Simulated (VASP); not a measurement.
Write the native input for VASP 6.6.1 that does the following.

- Task: single point
- Functional: LDA
- Potentials or basis: VASP PAW LDA potentials, release 64 (Pb_d, S)
- Cutoff: 520 eV
- k mesh: 2 × 2 × 2
- Occupations: fermi-dirac, width 0.05 eV
- Spin: no spin polarisation
- Dipole correction: no
- Further INCAR settings: LREAL = Auto; ALGO = Fast; EDIFF = 1e-07; NBANDS = 90

The structure of Pb8S7 (a cell with a defect) lies in POSCAR:

```
Pb8S7
1.0
    0.0000000000      5.9729171400      5.9729171400
    5.9729171400      0.0000000000      5.9729171400
    5.9729171400      5.9729171400      0.0000000000
Pb S
8 7
Direct
    0.0060444502     -0.0253681738      0.0216277904
    0.0039954514      0.0155032286      0.4804636382
   -0.0148460121      0.4940261066      0.0203146967
    0.0568258344      0.4930766543      0.4749270639
    0.4990509545      0.0372456197     -0.0397614757
    0.5180264396     -0.0418552600      0.4994616416
    0.5157527600      0.5107275772     -0.0448927205
    0.4822702094      0.4614336572      0.5121982991
    0.2461316582      0.2606928848      0.2433718677
    0.2155477750      0.2231798916      0.8029190574
    0.2632151867      0.7753137021      0.2341923498
    0.2413224504      0.7543548478      0.7705229944
    0.7462465820      0.2466289027      0.2628943217
    0.7393494496      0.6437233114      0.3750887460
    0.7326690455      0.7688254152      0.7552382520
```

One way to write it, as run:

INCAR

```
SYSTEM = Pb8S7
PREC = Accurate ; ENCUT = 520
EDIFF = 1E-7 ; ISMEAR = -1
SIGMA = 0.05 ; LREAL = Auto
LASPH = .True. ; NELM = 60
ALGO = Fast ; ISIF = 2
LWAVE = .False. ; LCHARG = .True.
GGA = CA ; LELF = .True.
LVHAR = .True. ; NBANDS = 90
```

KPOINTS

```
Automatic mesh
0
Gamma
  2 2 2
  0 0 0
```

Potentials or basis: VASP PAW LDA potentials, release 64 (Pb_d, S).

Launch:

```console
$ cat potpaw_LDA.64/Pb_d/POTCAR potpaw_LDA.64/S/POTCAR > POTCAR
$ mpirun -np 1 vasp_std > vasp.out
```

Results of the run:

```
Pressure               : -2.7 GPa
Largest force          : 0.794 eV/Å
Band gap on the k mesh : none (metal or under the smearing width)
```

Caveat: the k mesh is coarse (spacing up to 0.46 Å⁻¹), so the values aren't converged.

It took 7.5 min on 1 thread of Intel(R) Xeon(R) 6975P-C (Granite Rapids) (shared host), peak memory 0.5 GiB.
